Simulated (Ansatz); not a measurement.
# CdF2: the cost of one run

Method: DFT PBE, scalar-relativistic, plane waves, PAW, in Ansatz 0.2.0.

## 1. The system as given

Symmetry: Fm-3m, No. 225, cubic system. Conventional cell: a = 5.388 Å, b = 5.388 Å, c = 5.388 Å, α = 90.00°, β = 90.00°, γ = 90.00°. Cd (site symmetry m-3m) is surrounded by 8 F at 2.33 Å. F (site symmetry -43m) is surrounded by 4 Cd at 2.33 Å.

As a file:

```
CELL_PARAMETERS angstrom
-5.38800 5.38800 0.00000
0.00000 5.38800 5.38800
2.69400 8.08200 -5.38800
ATOMIC_POSITIONS crystal
Cd 0.00000 0.00000 0.00000
Cd 0.66667 0.33333 0.33333
Cd 0.33333 0.66667 0.66667
Cd 0.50000 0.50000 0.00000
Cd 0.16667 0.83333 0.33333
Cd 0.83333 0.16667 0.66667
Cd 0.00000 0.50000 0.00000
Cd 0.66667 0.83333 0.33333
Cd 0.33333 0.16667 0.66667
Cd 0.50000 0.00000 0.00000
Cd 0.16667 0.33333 0.33333
Cd 0.83333 0.66667 0.66667
F 0.79167 0.33333 0.08333
F 0.45833 0.66667 0.41667
F 0.12500 0.00000 0.75000
F 0.29167 0.83333 0.08333
F 0.95833 0.16667 0.41667
F 0.62500 0.50000 0.75000
F 0.79167 0.83333 0.08333
F 0.45833 0.16667 0.41667
F 0.12500 0.50000 0.75000
F 0.29167 0.33333 0.08333
F 0.95833 0.66667 0.41667
F 0.62500 0.00000 0.75000
F 0.37500 0.00000 0.25000
F 0.04167 0.33333 0.58333
F 0.70833 0.66667 0.91667
F 0.87500 0.50000 0.25000
F 0.54167 0.83333 0.58333
F 0.20833 0.16667 0.91667
F 0.37500 0.50000 0.25000
F 0.04167 0.83333 0.58333
F 0.70833 0.16667 0.91667
F 0.87500 0.00000 0.25000
F 0.54167 0.33333 0.58333
F 0.20833 0.66667 0.91667
```

The runs take a perfect supercell of 36 atoms; the defect goes to fractional position (0.000, 0.000, 0.000).

## 2. The perfect supercell

The input, input.yaml:

```yaml
crystal:
  lattice:
    - [-5.388, 5.388, 0.0]
    - [0.0, 5.388, 5.388]
    - [2.694, 8.082, -5.388]
  atoms:
    - { symbol: Cd, position: [0.0, 0.0, 0.0] }
    - { symbol: Cd, position: [0.666667, 0.333333, 0.333333] }
    - { symbol: Cd, position: [0.333333, 0.666667, 0.666667] }
    - { symbol: Cd, position: [0.5, 0.5, 0.0] }
    - { symbol: Cd, position: [0.166667, 0.833333, 0.333333] }
    - { symbol: Cd, position: [0.833333, 0.166667, 0.666667] }
    - { symbol: Cd, position: [0.0, 0.5, 0.0] }
    - { symbol: Cd, position: [0.666667, 0.833333, 0.333333] }
    - { symbol: Cd, position: [0.333333, 0.166667, 0.666667] }
    - { symbol: Cd, position: [0.5, 0.0, 0.0] }
    - { symbol: Cd, position: [0.166667, 0.333333, 0.333333] }
    - { symbol: Cd, position: [0.833333, 0.666667, 0.666667] }
    - { symbol: F, position: [0.791667, 0.333333, 0.083333] }
    - { symbol: F, position: [0.458333, 0.666667, 0.416667] }
    - { symbol: F, position: [0.125, 0.0, 0.75] }
    - { symbol: F, position: [0.291667, 0.833333, 0.083333] }
    - { symbol: F, position: [0.958333, 0.166667, 0.416667] }
    - { symbol: F, position: [0.625, 0.5, 0.75] }
    - { symbol: F, position: [0.791667, 0.833333, 0.083333] }
    - { symbol: F, position: [0.458333, 0.166667, 0.416667] }
    - { symbol: F, position: [0.125, 0.5, 0.75] }
    - { symbol: F, position: [0.291667, 0.333333, 0.083333] }
    - { symbol: F, position: [0.958333, 0.666667, 0.416667] }
    - { symbol: F, position: [0.625, 0.0, 0.75] }
    - { symbol: F, position: [0.375, 0.0, 0.25] }
    - { symbol: F, position: [0.041667, 0.333333, 0.583333] }
    - { symbol: F, position: [0.708333, 0.666667, 0.916667] }
    - { symbol: F, position: [0.875, 0.5, 0.25] }
    - { symbol: F, position: [0.541667, 0.833333, 0.583333] }
    - { symbol: F, position: [0.208333, 0.166667, 0.916667] }
    - { symbol: F, position: [0.375, 0.5, 0.25] }
    - { symbol: F, position: [0.041667, 0.833333, 0.583333] }
    - { symbol: F, position: [0.708333, 0.166667, 0.916667] }
    - { symbol: F, position: [0.875, 0.0, 0.25] }
    - { symbol: F, position: [0.541667, 0.333333, 0.583333] }
    - { symbol: F, position: [0.208333, 0.666667, 0.916667] }
basis:
  ecutwfc: 420
  fft_grid_basis: typed
kpoints:
  mp_grid: { grid: [2, 2, 2] }
hamiltonian:
  xc: pbe
scf:
  occupations: { method: gaussian, width: 0.05 }
output:
  forces: true
  stress: false
  eigenvalues: true
  bader: false
  write_density: true
  volumetric_format: npy
```

Run with:

```console
> ansatz run input.yaml --threads 4 --pin off --max-ram 10240MiB --backend cpu --events-out ev --progress --plain --runs-dir out
```

What time and memory should one allow on 4 threads of Arm Neoverse V1, shared host?

About 9.4 s, with a peak of 2.3 GiB.
